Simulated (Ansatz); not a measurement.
# Ni (Fm-3m) in Ansatz: reference runs

Aim: a first look at Ni with PBE, on the cell as given and on a disturbed one.

Program: Ansatz 0.2.0. These are calculated values, not measurements. Logs are shortened: lines on timing, memory, paths and dates and some standing lists are left out, and cuts for length are marked.

### Step 1. The crystal as given

The structure is cubic, space group Fm-3m (No. 225). The conventional cell has a = 3.475 Å, b = 3.475 Å, c = 3.475 Å, α = 90.00°, β = 90.00°, γ = 90.00°. Around Ni (site symmetry m-3m) lie 12 Ni at 2.46 Å.

### Step 2. Single point, PBE, collinear spin, ferromagnetic start

Input file input.yaml:

```yaml
crystal:
  lattice:
    - [0.0, 1.737572933, 1.737572933]
    - [1.737572933, 0.0, 1.737572933]
    - [1.737572933, 1.737572933, 0.0]
  atoms:
    - { symbol: Ni, position: [0.0, 0.0, 0.0], spin: 1.0 }
hamiltonian:
  xc: pbe
  pseudopotentials: { kind: paw }
magnetization:
  spin_polarized: true
kpoints:
  mp_grid: { grid: [13, 13, 13] }
scf:
  occupations: { method: fermi_dirac, width: 0.05 }
output:
  forces: true
  stress: true
  eigenvalues: true
```

Potentials or basis: Ansatz PAW.

Launch:

```bash
$ ansatz run input.yaml --threads 1 --pin off --max-ram 2560MiB --backend cpu --events-out ev --progress --plain --runs-dir out
```

What it wrote:

```text
Warning: RAYON_NUM_THREADS=1 ignored (pool sized by the plan → 1); use --threads N
Engine: ansatz 0.2.0, x86_64-unknown-linux-gnu
Pseudopotentials: kind: paw
Pseudopotential: Ni, paw, valence charge 18, recommended cutoff 420 eV (normal), Ni.paw.azcp
Functional definition: PBE
  parameter kappa = 0.804
  parameter beta = 0.06672455060314922
  exchange = pbe_x(kappa = kappa, mu = beta*pi^2/3)
  correlation = pbe_c(beta = beta)
Crystal: 1 atoms, lattice volume = 10.492 Å³
Basis set: ecut = 420 eV, 181 PW (Γ), exchange–correlation on 36×36×36 points (8 copies of the dense FFT grid, shifted against one another)
Bands: 14, of which v1, the nominal top of the filled ones, is band 9 counted from 1 (8 counted from 0)
Symmetry: 48 space group operations
Space group: Fm-3m (ITA 225), of the structure as read, at distance tolerance 2.2e-5 Å
Magnetic group: BNS 225.116 (UNI 1618), of the structure as read, at distance tolerance 2.2e-5 Å
k-points: 84 of 2197
Non-local potential: Ni, projectors of the file, l = 0: 3, l = 1: 2, l = 2: 3, l = 3: 1
PAW form: soft (Blöchl's): semilocal exchange-correlation on the pseudo side does not see the compensation charge
PAW one-centre angular grid: Ni, 590 points (default); XC on 64 Gauss nodes
Initial density: superposition of atomic densities (chi_scale 0.1, normalization cell)
Starting moments: Σ|m| = 1 μB on 1 of 1 site
Initial wavefunctions: pseudopotential atomic-orbital guess
Functional: x = pbe(κ = 0.804, μ = 0.2195149727645171), c = pbe(β = 0.06672455060314922)
SCF iter   1: F=—  HF=-5838.980815 eV  |F-HF|=—  |Δ(HF+E_count)|=         —  Δρ=6.69e-2 (↑4.85e-2 ↓6.69e-2)  dr2=8.21e-1  dr2_m=1.38e-2  M=0.871 μB ∫|m|=0.926 μB  β_m=0.30  ethr=3.10e-3  ⟨swp⟩=5.7  Hψ=12432  notcnv=0
Mixer restart at iter 1: flushing history
preconditioner: auto → none  [metal: Δε(μ)=0.001 eV  Ē_g=16.300 eV  σ=0.050 eV  W_gap=0.01  n_scr=0 (ndim 8)  ℏωp=36.3 eV  f_vac=0.000  D(μ)=1.91/eV (n_scr^D=26)]
SCF iter   2: F=—  HF=-5838.802312 eV  |F-HF|=—  |Δ(HF+E_count)|=   1.79e-1  Δρ=6.33e-2 (↑2.44e-2 ↓6.33e-2)  dr2=3.27e-1  dr2_m=5.91e-2  M=0.691 μB ∫|m|=0.754 μB  β_m=0.24  ethr=3.10e-3  ⟨swp⟩=2.6  Hψ=5091  notcnv=0  defer=54
SCF iter   3: F=—  HF=-5838.970848 eV  |F-HF|=—  |Δ(HF+E_count)|=   1.69e-1  Δρ=3.30e-2 (↑1.27e-2 ↓3.30e-2)  dr2=2.98e-2  dr2_m=3.97e-2  M=0.697 μB ∫|m|=0.763 μB  β_m=0.38  ethr=1.82e-3  ⟨swp⟩=2.4  Hψ=4002  notcnv=0  defer=54
SCF iter   4: F=—  HF=-5839.340740 eV  |F-HF|=—  |Δ(HF+E_count)|=   3.70e-1  Δρ=3.20e-2 (↑9.74e-3 ↓3.20e-2)  dr2=6.93e-2  dr2_m=2.08e-2  M=0.666 μB ∫|m|=0.738 μB  β_m=0.47  ethr=1.66e-4  ⟨swp⟩=2.7  Hψ=3902  notcnv=0  defer=54
SCF iter   5: F=—  HF=-5839.606220 eV  |F-HF|=—  |Δ(HF+E_count)|=   2.65e-1  Δρ=1.63e-2 (↑4.64e-3 ↓1.63e-2)  dr2=1.73e-2  dr2_m=5.88e-3  M=0.649 μB ∫|m|=0.727 μB  β_m=0.72  ethr=1.66e-4  ⟨swp⟩=2.5  Hψ=4249  notcnv=0  defer=55
SCF iter   6: F=—  HF=-5839.720525 eV  |F-HF|=—  |Δ(HF+E_count)|=   1.14e-1  Δρ=1.86e-3 (↑3.00e-4 ↓1.86e-3)  dr2=2.55e-4  dr2_m=7.72e-5  M=0.630 μB ∫|m|=0.714 μB  β_m=0.69  ethr=9.63e-5  ⟨swp⟩=2.5  Hψ=5362  notcnv=0  defer=65
SCF iter   7: F=—  HF=-5839.720651 eV  |F-HF|=—  |Δ(HF+E_count)|=   1.26e-4  Δρ=1.32e-3 (↑2.83e-4 ↓1.32e-3)  dr2=8.19e-5  dr2_m=5.60e-5  M=0.630 μB ∫|m|=0.714 μB  β_m=0.84  ethr=1.42e-6  ⟨swp⟩=1.3  Hψ=2848  notcnv=0  defer=65
SCF iter   8: F=—  HF=-5839.720724 eV  |F-HF|=—  |Δ(HF+E_count)|=   7.33e-5  Δρ=4.32e-4 (↑2.28e-4 ↓4.32e-4)  dr2=2.86e-6  dr2_m=1.04e-5  M=0.630 μB ∫|m|=0.713 μB  β_m=0.92  ethr=4.55e-7  ⟨swp⟩=2.3  Hψ=3114  notcnv=0  defer=65
SCF iter   9: F=—  HF=-5839.720723 eV  |F-HF|=—  |Δ(HF+E_count)|=   1.72e-6  Δρ=2.95e-4 (↑1.29e-4 ↓2.95e-4)  dr2=1.08e-5  dr2_m=7.37e-7  M=0.630 μB ∫|m|=0.713 μB  β_m=0.96  ethr=1.59e-8  ⟨swp⟩=2.2  Hψ=3950  notcnv=0  defer=65
SCF iter  10: F=—  HF=-5839.720724 eV  |F-HF|=—  |Δ(HF+E_count)|=   1.14e-6  Δρ=5.99e-5 (↑1.70e-5 ↓5.99e-5)  dr2=3.40e-7  dr2_m=5.21e-8  M=0.630 μB ∫|m|=0.713 μB  β_m=0.95  ethr=1.59e-8  ⟨swp⟩=2.1  Hψ=3205  notcnv=0  defer=65
SCF iter  11: F=—  HF=-5839.720724 eV  |F-HF|=—  |Δ(HF+E_count)|=   1.65e-7  Δρ=1.27e-5 (↑4.22e-6 ↓1.27e-5)  dr2=1.72e-8  dr2_m=1.98e-9  M=0.630 μB ∫|m|=0.713 μB  β_m=0.97  ethr=1.89e-9  ⟨swp⟩=2.4  Hψ=3122  notcnv=0  defer=65
SCF iter  12: F=-5839.720724 eV  HF=-5839.720724 eV  |F-HF|=4.91e-11  |Δ(HF+E_count)|=   6.59e-9  Δρ=8.84e-7 (↑2.29e-7 ↓8.84e-7)  dr2=7.61e-11  dr2_m=1.35e-11  M=0.630 μB ∫|m|=0.713 μB  ethr=9.58e-11  ⟨swp⟩=4.0  Hψ=8134  notcnv=0
SCF 1 converged in 12 iterations: F = -5839.720724 eV  dr2 = 7.61e-11
SCF converged after 12 iterations
Magnetization: 0.6295 μB (9.3148 up, 8.6852 down)
Absolute magnetization: 0.7136 μB (∫|ρ↑−ρ↓|, with the PAW one-centre terms)
Spin contamination: 0.0063 ħ² per cell (⟨S²⟩ above its minimum at these occupations)
Per-site moments (μB) at R_I (Å): [(0.6656373467789372, 1.0136359230776613)]
Free energy (F): -5839.720724 eV
Harris-Foulkes:  -5839.720724 eV  (|F-HF|=4.91e-11)
Internal energy: -5839.708182 eV  (E = F + TS)
E sigma→0 (E₀):  -5839.714453 eV
Entropy (-TS):   -0.012542 eV (-12.542 meV/atom)
Fermi energy:    19.035499 eV
--- Per-component energies (eV) ---
  E_band       = -270.572696
  E_kinetic    = 282.849809
  E_local      = -3376.844572  (includes V_loc(G=0)·N_el)
  E_nonlocal   = 635.165538
  E_hartree    = 1411.223044
  E_xc         = -85.183773
  E_vxc        = -109.871514  (∫ρ·V_xc dr)
  E_paw        = -1629.262945  (= ΣΔE_a)
  E_vpaw       = -524.319248  (= ΣTr[D̂ρ^β])
  E_aug_tail   = 0.000546  (compensation charges beyond the density's cutoff)
  E_ewald      = -3077.655828
  E_smearing   = -0.012542  (= −TS)
  E_closure    = -0.000000  (closes the sum)
  Σ components = -5839.720724   (vs F -5839.720724, Δ=0.00e0)
--- Forces (eV/Å), atoms counted from 1 ---
  atom   1  Ni    -0.00000000     0.00000000    -0.00000000
  max |Σ_I F_I| component: 4.52e-32 eV/Å
--- Stress (GPa, compression-positive) ---
        8.090717      -0.000000       0.000000
       -0.000000       8.090717      -0.000000
        0.000000      -0.000000       8.090717
  P = ⅓ Tr σ = 8.0907 GPa (80.907 kbar)
--- Band table (eV; the first three rows and the last of 168) ---
  k-point 0 ↑: bands = ["-84.7084", "-44.9482", "-44.9482", "-44.9482", "9.6432", "16.4733", "16.4733", "16.4733", "17.7256", "17.7256", "42.8079", "47.0636", "47.0636", "47.0636"]
  k-point 1 ↑: bands = ["-84.7061", "-44.9627", "-44.9503", "-44.9503", "9.8807", "16.4101", "16.5272", "16.5272", "17.7030", "17.7030", "41.9941", "44.7497", "46.5164", "46.5164"]
  k-point 2 ↑: bands = ["-84.6998", "-45.0027", "-44.9560", "-44.9560", "10.5714", "16.2565", "16.6481", "16.6481", "17.6745", "17.6745", "38.6452", "43.7397", "45.6769", "45.6769"]
  k-point 83 ↓: bands = ["-83.8177", "-44.3104", "-44.2890", "-44.2239", "15.4257", "16.2202", "16.5373", "18.2388", "19.4013", "25.7618", "27.7967", "29.9031", "31.0000", "48.6723"]
```

It took 1.1 s on 1 thread of AMD EPYC 9B45 (Zen 5), shared host; peak memory 0.34 GiB.

Results:

```yaml
Free_energy: -5839.7207 eV
Pressure: 8.1 GPa
Band_gap_on_the_k_mesh: none (metal or under the smearing width)
Net_moment: 0.63 μB per cell
Absolute_moment: 0.71 μB per cell
Site_moments: Ni +0.67 μB
```

Levels at points of the mesh, in eV from the Fermi level:
Spin up:
| k point | band 6 | band 7 | band 8 | band 9 | band 10 | band 11 | band 12 | band 13 |
| --- | --- | --- | --- | --- | --- | --- | --- | --- |
| (0.00, 0.00, 0.00) | -2.56 | -2.56 | -2.56 | -1.31 | -1.31 | 23.77 | 28.03 | 28.03 |
Spin down:
```csv
k point,band 6,band 7,band 8,band 9,band 10,band 11,band 12,band 13
"(0.00, 0.00, 0.00)",-1.80,-1.80,-1.80,-0.72,-0.72,23.62,28.01,28.01
```

### Step 3. Single point, PBE, collinear spin, ferromagnetic start (cell strained at random at fixed volume)

Input file input.yaml:

```yaml
crystal:
  lattice:
    - [0.01655, 1.757251, 1.768239]
    - [1.719118, 0.016332, 1.768457]
    - [1.714474, 1.752825, 0.020976]
  atoms:
    - { symbol: Ni, position: [0.006509, 0.01144, -0.032895], spin: 1.0 }
hamiltonian:
  xc: pbe
  pseudopotentials: { kind: paw }
magnetization:
  spin_polarized: true
kpoints:
  mp_grid: { grid: [13, 13, 13] }
scf:
  occupations: { method: fermi_dirac, width: 0.05 }
output:
  forces: true
  stress: true
  eigenvalues: true
  write_density: true
  write_potential: true
  elf: true
  volumetric_format: npy
```

Potentials or basis: Ansatz PAW.

Launch:

```bash
$ ansatz run input.yaml --threads 1 --pin off --max-ram 2560MiB --backend cpu --events-out ev --progress --plain --runs-dir out
```

What it wrote:

```text
Warning: RAYON_NUM_THREADS=1 ignored (pool sized by the plan → 1); use --threads N
Engine: ansatz 0.2.0, x86_64-unknown-linux-gnu
Pseudopotentials: kind: paw
Pseudopotential: Ni, paw, valence charge 18, recommended cutoff 420 eV (normal), Ni.paw.azcp
Functional definition: PBE
  parameter kappa = 0.804
  parameter beta = 0.06672455060314922
  exchange = pbe_x(kappa = kappa, mu = beta*pi^2/3)
  correlation = pbe_c(beta = beta)
Crystal: 1 atoms, lattice volume = 10.492 Å³
Basis set: ecut = 420 eV, 181 PW (Γ), exchange–correlation on 36×36×36 points (8 copies of the dense FFT grid, shifted against one another)
Bands: 14, of which v1, the nominal top of the filled ones, is band 9 counted from 1 (8 counted from 0)
Symmetry: 2 space group operations
Space group: P-1 (ITA 2), of the structure as read, at distance tolerance 2.2e-5 Å
Magnetic group: BNS 2.4 (UNI 4), of the structure as read, at distance tolerance 2.2e-5 Å
k-points: 1099 of 2197
Non-local potential: Ni, projectors of the file, l = 0: 3, l = 1: 2, l = 2: 3, l = 3: 1
PAW form: soft (Blöchl's): semilocal exchange-correlation on the pseudo side does not see the compensation charge
PAW one-centre angular grid: Ni, 590 points (default); XC on 64 Gauss nodes
Initial density: superposition of atomic densities (chi_scale 0.1, normalization cell)
Starting moments: Σ|m| = 1 μB on 1 of 1 site
Initial wavefunctions: pseudopotential atomic-orbital guess
Functional: x = pbe(κ = 0.804, μ = 0.2195149727645171), c = pbe(β = 0.06672455060314922)
SCF iter   1: F=—  HF=-5838.975767 eV  |F-HF|=—  |Δ(HF+E_count)|=         —  Δρ=6.53e-2 (↑5.00e-2 ↓6.53e-2)  dr2=8.16e-1  dr2_m=1.23e-2  M=0.859 μB ∫|m|=0.917 μB  β_m=0.30  ethr=3.10e-3  ⟨swp⟩=5.7  Hψ=163555  notcnv=0
Mixer restart at iter 1: flushing history
preconditioner: auto → none  [metal: Δε(μ)=0.000 eV  Ē_g=16.317 eV  σ=0.050 eV  W_gap=0.00  n_scr=0 (ndim 8)  ℏωp=36.3 eV  f_vac=0.000  D(μ)=1.84/eV (n_scr^D=26)]
SCF iter   2: F=—  HF=-5838.796548 eV  |F-HF|=—  |Δ(HF+E_count)|=   1.79e-1  Δρ=6.22e-2 (↑2.47e-2 ↓6.22e-2)  dr2=3.24e-1  dr2_m=5.51e-2  M=0.694 μB ∫|m|=0.757 μB  β_m=0.24  ethr=3.10e-3  ⟨swp⟩=2.7  Hψ=66820  notcnv=0  defer=849
SCF iter   3: F=—  HF=-5838.970293 eV  |F-HF|=—  |Δ(HF+E_count)|=   1.74e-1  Δρ=3.25e-2 (↑1.23e-2 ↓3.25e-2)  dr2=3.05e-2  dr2_m=3.74e-2  M=0.699 μB ∫|m|=0.765 μB  β_m=0.37  ethr=1.80e-3  ⟨swp⟩=2.5  Hψ=51999  notcnv=0  defer=849
SCF iter   4: F=—  HF=-5839.336029 eV  |F-HF|=—  |Δ(HF+E_count)|=   3.66e-1  Δρ=3.02e-2 (↑9.10e-3 ↓3.02e-2)  dr2=5.82e-2  dr2_m=1.96e-2  M=0.668 μB ∫|m|=0.739 μB  β_m=0.77  ethr=1.70e-4  ⟨swp⟩=2.7  Hψ=51449  notcnv=0  defer=851
SCF iter   5: F=—  HF=-5839.702483 eV  |F-HF|=—  |Δ(HF+E_count)|=   3.66e-1  Δρ=1.82e-2 (↑7.56e-3 ↓1.82e-2)  dr2=3.88e-2  dr2_m=3.33e-3  M=0.632 μB ∫|m|=0.714 μB  β_m=0.89  ethr=1.70e-4  ⟨swp⟩=2.9  Hψ=60060  notcnv=0  defer=878
SCF iter   6: F=—  HF=-5839.717530 eV  |F-HF|=—  |Δ(HF+E_count)|=   1.50e-2  Δρ=5.53e-3 (↑2.70e-3 ↓5.53e-3)  dr2=5.39e-4  dr2_m=1.60e-3  M=0.628 μB ∫|m|=0.714 μB  β_m=0.74  ethr=1.70e-4  ⟨swp⟩=2.1  Hψ=57488  notcnv=0  defer=1071
SCF iter   7: F=—  HF=-5839.717373 eV  |F-HF|=—  |Δ(HF+E_count)|=   1.57e-4  Δρ=3.42e-3 (↑1.91e-3 ↓3.42e-3)  dr2=1.63e-4  dr2_m=6.75e-4  M=0.628 μB ∫|m|=0.713 μB  β_m=0.56  ethr=3.00e-6  ⟨swp⟩=1.2  Hψ=33269  notcnv=0  defer=1071
SCF iter   8: F=—  HF=-5839.717339 eV  |F-HF|=—  |Δ(HF+E_count)|=   3.45e-5  Δρ=1.26e-4 (↑1.26e-4 ↓9.36e-5)  dr2=4.19e-7  dr2_m=7.69e-7  M=0.628 μB ∫|m|=0.712 μB  β_m=0.67  ethr=9.04e-7  ⟨swp⟩=1.5  Hψ=36260  notcnv=0  defer=1071
SCF iter   9: F=—  HF=-5839.717339 eV  |F-HF|=—  |Δ(HF+E_count)|=   1.28e-7  Δρ=5.37e-5 (↑4.08e-5 ↓5.37e-5)  dr2=1.57e-7  dr2_m=1.56e-7  M=0.628 μB ∫|m|=0.712 μB  β_m=0.83  ethr=2.33e-9  ⟨swp⟩=2.1  Hψ=48193  notcnv=0  defer=1071
SCF iter  10: F=—  HF=-5839.717339 eV  |F-HF|=—  |Δ(HF+E_count)|=   4.66e-7  Δρ=2.32e-5 (↑1.70e-5 ↓2.32e-5)  dr2=9.05e-8  dr2_m=2.28e-9  M=0.628 μB ∫|m|=0.712 μB  β_m=0.82  ethr=8.73e-10  ⟨swp⟩=2.4  Hψ=40329  notcnv=0  defer=1071
SCF iter  11: F=-5839.717339 eV  HF=-5839.717339 eV  |F-HF|=5.36e-9  |Δ(HF+E_count)|=   1.83e-8  Δρ=6.63e-6 (↑4.25e-6 ↓6.63e-6)  dr2=6.80e-9  dr2_m=2.01e-10  M=0.628 μB ∫|m|=0.712 μB  ethr=5.03e-10  ⟨swp⟩=7.7  Hψ=172846  notcnv=0
SCF 1 converged in 11 iterations: F = -5839.717339 eV  dr2 = 6.80e-9
SCF converged after 11 iterations
Magnetization: 0.6279 μB (9.3139 up, 8.6861 down)
Absolute magnetization: 0.7132 μB (∫|ρ↑−ρ↓|, with the PAW one-centre terms)
Spin contamination: 0.0062 ħ² per cell (⟨S²⟩ above its minimum at these occupations)
Per-site moments (μB) at R_I (Å): [(0.6652268182647493, 1.004463910385325)]
Free energy (F): -5839.717339 eV
Harris-Foulkes:  -5839.717339 eV  (|F-HF|=5.36e-9)
Internal energy: -5839.704858 eV  (E = F + TS)
E sigma→0 (E₀):  -5839.711098 eV
Entropy (-TS):   -0.012482 eV (-12.482 meV/atom)
Fermi energy:    19.032877 eV
--- Per-component energies (eV) ---
  E_band       = -270.567821
  E_kinetic    = 282.858523
  E_local      = -3377.139889  (includes V_loc(G=0)·N_el)
  E_nonlocal   = 635.180207
  E_hartree    = 1411.372621
  E_xc         = -85.183810
  E_vxc        = -109.871578  (∫ρ·V_xc dr)
  E_paw        = -1629.272469  (= ΣΔE_a)
  E_vpaw       = -524.334612  (= ΣTr[D̂ρ^β])
  E_aug_tail   = 0.000550  (compensation charges beyond the density's cutoff)
  E_ewald      = -3077.520591
  E_smearing   = -0.012482  (= −TS)
  E_closure    = 0.000000  (closes the sum)
  Σ components = -5839.717339   (vs F -5839.717339, Δ=0.00e0)
--- Forces (eV/Å), atoms counted from 1 ---
  atom   1  Ni     0.00000000     0.00000000     0.00000000
  max |Σ_I F_I| component: 0.00e0 eV/Å
--- Stress (GPa, compression-positive) ---
       10.184293      -1.132490      -1.925487
       -1.132490       7.654719      -1.602603
       -1.925485      -1.602603       6.758576
  P = ⅓ Tr σ = 8.1992 GPa (81.992 kbar)
--- Band table (eV; the first three rows and the last of 2198) ---
  k-point 0 ↑: bands = ["-84.7075", "-44.9584", "-44.9485", "-44.9346", "9.6443", "16.3660", "16.4644", "16.5918", "17.6352", "17.8173", "42.7934", "46.5439", "47.2319", "47.4704"]
  k-point 1 ↑: bands = ["-84.7052", "-44.9716", "-44.9510", "-44.9381", "9.8849", "16.4139", "16.4363", "16.6221", "17.6131", "17.7873", "42.1321", "44.8094", "46.0590", "46.7395"]
  k-point 2 ↑: bands = ["-84.6986", "-45.0112", "-44.9572", "-44.9453", "10.5841", "16.2819", "16.5461", "16.7487", "17.5911", "17.7338", "38.9150", "43.5901", "45.2375", "45.8732"]
  k-point 1098 ↓: bands = ["-83.8290", "-44.3874", "-44.1824", "-44.1632", "14.4936", "16.9642", "17.1871", "17.8948", "19.2297", "20.0287", "25.4791", "40.1686", "42.6043", "42.8940"]
```

v_z.tsv:

```text
# z_ang	v_es[eV]	v_tot_up[eV]	v_tot_dn[eV]
# format = ansatz-planar-average/11
# xc	pbe
# density_cutoff_ev	1680
# datasets	Ni=:simpson_from_first_knot:soft
# lattice	0.016550000	1.757251000	1.768239000
# lattice	1.719118000	0.016332000	1.768457000
# lattice	1.714474000	1.752825000	0.020976000
# sites	1
# site	28	-0.036623188	-0.046034394	0.031050610
0.000000	-2.068470e0	-1.692056e1	-1.686324e1
0.136222	-7.711237e-1	-1.535909e1	-1.531426e1
0.272443	1.581726e0	-1.253690e1	-1.250733e1
0.408665	4.753074e0	-8.751966e0	-8.737148e0
0.544887	8.386561e0	-4.415977e0	-4.419291e0
0.681108	1.201444e1	-5.991767e-2	-9.736283e-2
[... 10 lines left out ...]
2.179547	-1.094694e0	-1.574831e1	-1.570074e1
2.315769	-2.180219e0	-1.705512e1	-1.699650e1
```

Wall time 16 s (1 thread of AMD EPYC 9B45 (Zen 5), shared host); peak memory 0.63 GiB.

Results:

* Free energy: -5839.7173 eV
* Pressure: 8.2 GPa
* Band gap on the k mesh: none (metal or under the smearing width)
* Net moment: 0.63 μB per cell
* Absolute moment: 0.71 μB per cell
* Site moments: Ni +0.67 μB

Levels at points of the mesh, in eV from the Fermi level:
Spin up:
```tsv
k point	band 5	band 6	band 7	band 8	band 9	band 10	band 11	band 12	band 13	band 14
(0.00, 0.00, 0.00)	-9.39	-2.67	-2.57	-2.44	-1.40	-1.22	23.76	27.51	28.20	28.44
```
Spin down:
```csv
k point,band 7,band 8,band 9,band 10,band 11,band 12
"(0.00, 0.00, 0.00)",-1.81,-1.69,-0.80,-0.63,23.61,27.49
```
